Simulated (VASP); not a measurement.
# Zone-centre spectra of SiC (Moissanite), part 2 of 7

What would a Raman spectrum of SiC (Moissanite) look like? The cell is of the wurtzite type, one of the forms listed for this formula. The start is a cell from a database of measured crystal structures.

VASP 6.6.1, plane waves and PAW; the level of theory is named at each step.

So far. Step 3 (Relaxation): At LDA, with these data sets, the largest force is down to 3.3e-4 eV/Å, and the volume now lies -1.2 % from that of the session's start. The relaxed cell has a = 3.064, c = 5.029 Å (conventional setting).

## Step 4: Modes at the zone centre

Level of this step: LDA; plane waves and PAW (Si, C) (VASP).

IBRION = 8 with LEPSILON gives the zone-centre modes, the Born charges and the dielectric tensor by perturbation theory.

INCAR reads:

```
SYSTEM = SiC
PREC = Accurate
ENCUT = 520
EDIFF = 1E-08
NELM = 100
ISMEAR = 0
SIGMA = 0.01
LREAL = .FALSE.
ALGO = Normal
GGA = CA
NBANDS = 14
LWAVE = .FALSE.
LCHARG = .FALSE.
KPAR = 2
LEPSILON = .TRUE.
IBRION = 8
NSW = 1
```

POSCAR reads:

```
SiC
1.0
    3.0639158633      0.0000000000      0.0000000000
   -1.5319579317      2.6534289726      0.0000000000
    0.0000000000      0.0000000000      5.0290029076
Si C
2 2
Direct
    0.6666666667      0.3333333333      0.5046146513
    0.3333333333      0.6666666667      0.0046146513
    0.6666666667      0.3333333333      0.8803853487
    0.3333333333      0.6666666667      0.3803853487
```

KPOINTS reads:

```
Automatic mesh
0
Gamma
8 8 5
0 0 0
```

PAW data sets: Si and C (PBE family, release 64).

Run with:

```console
$ mpirun -np 2 vasp_std
```

Log:

```text
[... set-up lines as in an earlier step ...]
 entering main loop
       N       E                     dE             d eps       ncg     rms          rms(c)
DAV:   1     0.275320275291E+02    0.27532E+02   -0.73744E+03   840   0.103E+03
DAV:   2    -0.341068065965E+02   -0.61639E+02   -0.56481E+02  1208   0.173E+02
DAV:   3    -0.370721644545E+02   -0.29654E+01   -0.29494E+01  1152   0.359E+01
DAV:   4    -0.371000303852E+02   -0.27866E-01   -0.27861E-01   960   0.422E+00
DAV:   5    -0.371003874583E+02   -0.35707E-03   -0.35705E-03  1152   0.446E-01    0.118E+01
DAV:   6    -0.333281072985E+02    0.37723E+01   -0.88491E+00  1056   0.183E+01    0.503E+00
DAV:   7    -0.332073890269E+02    0.12072E+00   -0.10367E+00  1140   0.634E+00    0.227E+00
DAV:   8    -0.331691861898E+02    0.38203E-01   -0.63888E-02   996   0.164E+00    0.546E-01
DAV:   9    -0.331649997085E+02    0.41865E-02   -0.77598E-03  1098   0.596E-01    0.111E-01
DAV:  10    -0.331650579813E+02   -0.58273E-04   -0.69050E-04  1032   0.173E-01    0.512E-02
DAV:  11    -0.331650565075E+02    0.14739E-05   -0.20287E-05  1110   0.356E-02    0.198E-02
DAV:  12    -0.331650552614E+02    0.12461E-05   -0.25231E-06  1020   0.970E-03    0.544E-03
DAV:  13    -0.331650550743E+02    0.18711E-06   -0.11655E-06  1128   0.625E-03    0.122E-03
DAV:  14    -0.331650550857E+02   -0.11452E-07   -0.45684E-08  1026   0.154E-03    0.395E-04
DAV:  15    -0.331650550896E+02   -0.39081E-08   -0.76959E-10   618   0.244E-04
   1 F= -.33165055E+02 E0= -.33165055E+02  d E =-.612666E-18
 Linear response reoptimize wavefunctions to high precision
DAV:   1    -0.331650550899E+02   -0.27308E-09   -0.97547E-11   708   0.861E-05
DAV:   2    -0.331650550899E+02   -0.10914E-10   -0.17183E-11   570   0.327E-05
 Linear response G [H, r] |phi>, progress :
  Direction:   1
       N       E                     dE             d eps       ncg     rms
RMM:   1    -0.689207372520E+02   -0.68921E+02    0.63901E+01  2183   0.633E+01
RMM:   2    -0.518160399682E+02    0.17105E+02   -0.64042E+00  1427   0.176E+01
RMM:   3    -0.518410422159E+02   -0.25002E-01   -0.10922E-01  1526   0.208E+00
RMM:   4    -0.518405977298E+02    0.44449E-03   -0.35976E-03  1648   0.337E-01
RMM:   5    -0.518405682653E+02    0.29465E-04   -0.22155E-04  1627   0.637E-02
RMM:   6    -0.518405645722E+02    0.36930E-05   -0.23755E-05  1682   0.138E-02
RMM:   7    -0.518405635671E+02    0.10051E-05   -0.68907E-07  1631   0.326E-03
RMM:   8    -0.518405634839E+02    0.83249E-07    0.52605E-06  1609   0.898E-04
RMM:   9    -0.518405634458E+02    0.38062E-07    0.63706E-06  1395   0.339E-04
RMM:  10    -0.518405635143E+02   -0.68522E-07    0.10221E-06  1188   0.198E-04
RMM:  11    -0.518405634839E+02    0.30437E-07    0.33348E-06  1133   0.164E-04
RMM:  12    -0.518405635844E+02   -0.10054E-06   -0.31620E-06  1065   0.155E-04
RMM:  13    -0.518405636143E+02   -0.29909E-07    0.39861E-06   977   0.153E-04
RMM:  14    -0.518405636497E+02   -0.35356E-07   -0.26323E-07   896   0.154E-04
 Linear response G [H, r] |phi>, progress :
  Direction:   2
       N       E                     dE             d eps       ncg     rms
RMM:   1    -0.824315625063E+02   -0.82432E+02   -0.13166E+02  2124   0.601E+01
RMM:   2    -0.651169524838E+02    0.17315E+02   -0.49997E+00  1424   0.161E+01
RMM:   3    -0.651523687344E+02   -0.35416E-01   -0.64448E-02  1518   0.178E+00
RMM:   4    -0.651530319699E+02   -0.66324E-03   -0.10565E-03  1608   0.266E-01
RMM:   5    -0.651530913773E+02   -0.59407E-04    0.37884E-05  1618   0.446E-02
RMM:   6    -0.651531002376E+02   -0.88603E-05    0.72509E-06  1643   0.849E-03
RMM:   7    -0.651531011377E+02   -0.90013E-06   -0.10326E-06  1620   0.172E-03
RMM:   8    -0.651531012262E+02   -0.88484E-07   -0.10363E-05  1582   0.445E-04
RMM:   9    -0.651531012015E+02    0.24677E-07    0.66798E-06  1343   0.196E-04
RMM:  10    -0.651531012659E+02   -0.64328E-07   -0.28991E-06  1129   0.148E-04
RMM:  11    -0.651531012377E+02    0.28156E-07    0.29908E-06  1067   0.142E-04
RMM:  12    -0.651531012462E+02   -0.84511E-08   -0.22774E-06  1006   0.142E-04
RMM:  13    -0.651531012387E+02    0.74788E-08    0.21375E-06   936   0.143E-04
 Linear response G [H, r] |phi>, progress :
  Direction:   3
       N       E                     dE             d eps       ncg     rms
RMM:   1    -0.705551331178E+02   -0.70555E+02   -0.21476E+01  2017   0.584E+01
RMM:   2    -0.582159753033E+02    0.12339E+02   -0.45223E+00  1415   0.147E+01
RMM:   3    -0.582527447219E+02   -0.36769E-01   -0.68604E-02  1508   0.165E+00
RMM:   4    -0.582535753083E+02   -0.83059E-03   -0.14030E-03  1553   0.251E-01
RMM:   5    -0.582536309346E+02   -0.55626E-04   -0.42297E-05  1587   0.442E-02
RMM:   6    -0.582536349633E+02   -0.40287E-05    0.21893E-07  1619   0.854E-03
RMM:   7    -0.582536353609E+02   -0.39759E-06    0.29956E-07  1573   0.186E-03
RMM:   8    -0.582536354841E+02   -0.12317E-06   -0.22474E-06  1458   0.492E-04
RMM:   9    -0.582536354713E+02    0.12821E-07    0.91854E-07  1223   0.221E-04
RMM:  10    -0.582536354750E+02   -0.37876E-08    0.66507E-06  1106   0.165E-04
RMM:  11    -0.582536354761E+02   -0.10722E-08    0.16739E-06  1031   0.152E-04
RMM:  12    -0.582536354761E+02    0.38142E-10    0.11079E-06   936   0.151E-04
RMM:  13    -0.582536354795E+02   -0.34330E-08    0.10171E-06   895   0.150E-04
 Linear response to external field (no local field effect), progress :
  Direction:   1
       N       E                     dE             d eps       ncg     rms          rms(c)
RMM:   1    -0.553315641351E+00   -0.55332E+00   -0.21443E+00  1762   0.350E+00
RMM:   2    -0.568286957490E+00   -0.14971E-01   -0.64394E-03  1444   0.525E-01
RMM:   3    -0.568392861705E+00   -0.10590E-03   -0.12524E-04  1474   0.549E-02
RMM:   4    -0.568395658605E+00   -0.27969E-05   -0.34372E-06  1510   0.903E-03
RMM:   5    -0.568395740440E+00   -0.81835E-07   -0.13524E-07  1496   0.147E-03
RMM:   6    -0.568395744409E+00   -0.39691E-08   -0.11922E-08  1259   0.280E-04
 change of polarisation eV/A/(eV/A) component  1 :     1.137    -0.535    -0.191
 dielectric tensor                  component  1 :     6.031    -2.366    -0.845
 Linear response to external field (no local field effect), progress :
  Direction:   2
       N       E                     dE             d eps       ncg     rms          rms(c)
RMM:   1    -0.846252138686E+00   -0.84625E+00   -0.34983E+00  1745   0.385E+00
RMM:   2    -0.865586128338E+00   -0.19334E-01   -0.77113E-03  1437   0.554E-01
RMM:   3    -0.865700273156E+00   -0.11414E-03   -0.14952E-04  1470   0.565E-02
RMM:   4    -0.865703574188E+00   -0.33010E-05   -0.40176E-06  1497   0.912E-03
[...]
Linear response to external field, progress :
  Direction:   2
       N       E                     dE             d eps       ncg     rms          rms(c)
RMM:   1    -0.700484652673E+00   -0.70048E+00   -0.28283E+00  5484   0.359E+00
RMM:   2    -0.716941716672E+00   -0.16457E-01   -0.68067E-03  4432   0.520E-01    0.121E+00
RMM:   3    -0.696470721751E+00    0.20471E-01   -0.14311E-02  4437   0.661E-01    0.701E-01
RMM:   4    -0.714499112370E+00   -0.18028E-01   -0.17509E-02  4514   0.732E-01    0.104E-01
RMM:   5    -0.718143726727E+00   -0.36446E-02   -0.44666E-04  4613   0.146E-01    0.115E-02
RMM:   6    -0.718363811203E+00   -0.22008E-03   -0.63902E-06  4874   0.162E-02    0.578E-03
RMM:   7    -0.718434284746E+00   -0.70474E-04   -0.35974E-07  4787   0.391E-03    0.682E-04
RMM:   8    -0.718456045883E+00   -0.21761E-04   -0.13393E-07  4899   0.148E-03    0.263E-04
RMM:   9    -0.718452061168E+00    0.39847E-05   -0.29611E-07  4830   0.391E-04    0.357E-05
RMM:  10    -0.718452091062E+00   -0.29894E-07   -0.45982E-08  3649   0.724E-05    0.144E-05
RMM:  11    -0.718452053898E+00    0.37164E-07    0.10652E-08  2626   0.421E-05    0.122E-06
 change of polarisation eV/A/(eV/A) component  2 :    -0.294     1.359    -0.000
 dielectric tensor                  component  2 :    -1.303     7.014    -0.000
 Linear response to external field, progress :
  Direction:   3
       N       E                     dE             d eps       ncg     rms          rms(c)
RMM:   1    -0.727537983946E+00   -0.72754E+00   -0.30497E+00  1715   0.351E+00
RMM:   2    -0.745236202424E+00   -0.17698E-01   -0.66621E-03  1432   0.490E-01    0.122E+00
RMM:   3    -0.726180563581E+00    0.19056E-01   -0.12660E-02  1401   0.635E-01    0.709E-01
RMM:   4    -0.745135290834E+00   -0.18955E-01   -0.16349E-02  1415   0.713E-01    0.101E-01
RMM:   5    -0.748461027467E+00   -0.33257E-02   -0.42209E-04  1459   0.138E-01    0.153E-02
RMM:   6    -0.748806158693E+00   -0.34513E-03   -0.70592E-06  1531   0.168E-02    0.603E-03
RMM:   7    -0.748856788131E+00   -0.50629E-04   -0.21955E-07  1525   0.305E-03    0.188E-03
RMM:   8    -0.748901487827E+00   -0.44700E-04   -0.56661E-08  1550   0.150E-03    0.160E-04
RMM:   9    -0.748902354987E+00   -0.86716E-06   -0.41113E-09  1474   0.190E-04    0.540E-05
RMM:  10    -0.748902296121E+00    0.58867E-07   -0.17137E-08  1059   0.543E-05    0.819E-06
 change of polarisation eV/A/(eV/A) component  3 :    -0.189    -0.129     1.419
 dielectric tensor                  component  3 :    -0.837    -0.572     7.279
 Linear response DOF=           4
 Linear response progress:
  Degree of freedom:   1/  4
       N       E                     dE             d eps       ncg     rms          rms(c)
RMM:   1    -0.175855609403E-01   -0.17586E-01   -0.28596E-04 11284   0.964E-01
RMM:   2    -0.148485466550E-01    0.27370E-02   -0.11695E-03  7487   0.245E-01    0.124E-01
RMM:   3    -0.147472889712E-01    0.10126E-03   -0.10309E-04  7815   0.624E-02    0.704E-02
RMM:   4    -0.148129932340E-01   -0.65704E-04   -0.92926E-05  7500   0.570E-02    0.911E-03
RMM:   5    -0.147933786343E-01    0.19615E-04   -0.29463E-06  8021   0.108E-02    0.147E-03
RMM:   6    -0.147933254932E-01    0.53141E-07   -0.76663E-08  8310   0.126E-03    0.725E-04
RMM:   7    -0.147918644241E-01    0.14611E-05    0.19274E-07  8409   0.391E-04    0.587E-05
RMM:   8    -0.147918747164E-01   -0.10292E-07   -0.26000E-08  8502   0.682E-05    0.246E-05
RMM:   9    -0.147918930115E-01   -0.18295E-07    0.36553E-08  8580   0.243E-05    0.295E-06
RMM:  10    -0.147918909753E-01    0.20362E-08    0.37802E-09  8640   0.744E-06    0.121E-06
 first order change of Fermi-energy   0.21054E-03
 force on displaced ion       1 direction 1 : -20.346  -0.001   0.000
 Born effective charge ion    1 direction 1 :   2.661  -0.000  -0.000
 Linear response progress:
  Degree of freedom:   2/  4
       N       E                     dE             d eps       ncg     rms          rms(c)
RMM:   1    -0.337181254292E-01   -0.33718E-01    0.73353E-02  2985   0.150E+00
RMM:   2    -0.279262697722E-01    0.57919E-02   -0.30502E-03  1857   0.407E-01    0.149E-01
RMM:   3    -0.274281101730E-01    0.49816E-03   -0.54523E-04  1934   0.129E-01    0.772E-02
RMM:   4    -0.272641067749E-01    0.16400E-03   -0.13730E-04  1986   0.677E-02    0.298E-02
RMM:   5    -0.272420092583E-01    0.22098E-04   -0.21407E-05  2023   0.265E-02    0.548E-03
RMM:   6    -0.272456234560E-01   -0.36142E-05    0.34955E-07  1963   0.723E-03    0.167E-03
RMM:   7    -0.272455072508E-01    0.11621E-06    0.26211E-07  2049   0.191E-03    0.502E-04
RMM:   8    -0.272462481345E-01   -0.74088E-06    0.11701E-07  2067   0.682E-04    0.195E-04
RMM:   9    -0.272462802765E-01   -0.32142E-07   -0.65873E-08  2066   0.278E-04    0.358E-05
RMM:  10    -0.272463216111E-01   -0.41335E-07    0.43166E-08  2066   0.674E-05    0.138E-05
RMM:  11    -0.272463236137E-01   -0.20026E-08    0.50301E-08  2119   0.201E-05    0.364E-06
 first order change of Fermi-energy  -0.28164E-01
 force on displaced ion       1 direction 3 :   0.000  -0.000 -27.532
 Born effective charge ion    1 direction 3 :   0.000   0.000   2.866
 Linear response progress:
  Degree of freedom:   3/  4
       N       E                     dE             d eps       ncg     rms          rms(c)
RMM:   1    -0.130695085792E+00   -0.13070E+00    0.59797E-02  9797   0.208E+00
RMM:   2    -0.127592891281E+00    0.31022E-02   -0.37624E-03  7344   0.435E-01    0.203E-01
RMM:   3    -0.127580562720E+00    0.12329E-04   -0.11009E-03  7197   0.197E-01    0.100E-01
RMM:   4    -0.128623385914E+00   -0.10428E-02   -0.95409E-04  7319   0.168E-01    0.180E-02
RMM:   5    -0.128542599051E+00    0.80787E-04   -0.13407E-05  7990   0.268E-02    0.302E-03
RMM:   6    -0.128579776694E+00   -0.37178E-04   -0.91804E-07  8308   0.546E-03    0.886E-04
RMM:   7    -0.128574415723E+00    0.53610E-05    0.15832E-07  8456   0.105E-03    0.257E-04
RMM:   8    -0.128575582959E+00   -0.11672E-05    0.80127E-08  8424   0.268E-04    0.399E-05
RMM:   9    -0.128575561114E+00    0.21844E-07    0.99534E-08  8578   0.745E-05    0.756E-06
RMM:  10    -0.128575635073E+00   -0.73959E-07   -0.11300E-08  8618   0.238E-05    0.371E-06
RMM:  11    -0.128575602749E+00    0.32324E-07    0.15584E-08  8424   0.106E-05    0.638E-07
RMM:  12    -0.128575613195E+00   -0.10446E-07    0.11165E-09  7618   0.543E-06    0.291E-07
RMM:  13    -0.128575609720E+00    0.34750E-08    0.43414E-09  5901   0.392E-06    0.676E-08
 first order change of Fermi-energy  -0.74122E-03
 force on displaced ion       3 direction 1 : -19.742   0.001  -0.000
 Born effective charge ion    3 direction 1 :  -2.691   0.000  -0.000
 Linear response progress:
  Degree of freedom:   4/  4
       N       E                     dE             d eps       ncg     rms          rms(c)
RMM:   1    -0.143265096963E+00   -0.14327E+00    0.82367E-02  2379   0.215E+00
RMM:   2    -0.138285973816E+00    0.49791E-02   -0.39771E-03  1860   0.455E-01    0.215E-01
RMM:   3    -0.137685880366E+00    0.60009E-03   -0.24582E-03  1914   0.240E-01    0.104E-01
RMM:   4    -0.138252219190E+00   -0.56634E-03   -0.51060E-04  1912   0.118E-01    0.362E-02
RMM:   5    -0.138442606479E+00   -0.19039E-03   -0.35876E-05  1903   0.344E-02    0.835E-03
RMM:   6    -0.138460273232E+00   -0.17667E-04   -0.97570E-07  2032   0.638E-03    0.222E-03
RMM:   7    -0.138442436130E+00    0.17837E-04   -0.30426E-07  1932   0.263E-03    0.526E-04
RMM:   8    -0.138445410309E+00   -0.29742E-05   -0.13079E-07  2106   0.725E-04    0.163E-04
RMM:   9    -0.138445104822E+00    0.30549E-06   -0.45416E-08  2101   0.195E-04    0.438E-05
RMM:  10    -0.138445001972E+00    0.10285E-06    0.10533E-08  2052   0.724E-05    0.120E-05
RMM:  11    -0.138445056472E+00   -0.54499E-07    0.13850E-08  2155   0.226E-05    0.331E-06
RMM:  12    -0.138445048466E+00    0.80053E-08    0.51539E-09  2066   0.813E-06    0.896E-07
 first order change of Fermi-energy   0.28185E-01
 force on displaced ion       3 direction 3 :  -0.000   0.000 -24.628
 Born effective charge ion    3 direction 3 :   0.000  -0.000  -2.870
 Born effective charges drift removed
 Linear response finished
```

The job ended after 1.9 min (2 MPI ranks of Intel Xeon 6975P-C (Granite Rapids), shared host; peak memory 0.65 GiB).

(Continued in part 3 of 7.)

[Lines on the potential files, build, host, timing and source positions are cut from VASP's logs without a mark.]

[Logs are printed without paths, hosts, clocks, repeated set-up lines and the standing remarks that a program may print on its own settings, such as how far it seeks lower states.]

[Hosts, paths, dates, database ids (printed as entryN), source tags and the programs' standing remarks are cut or masked in the printed files.]
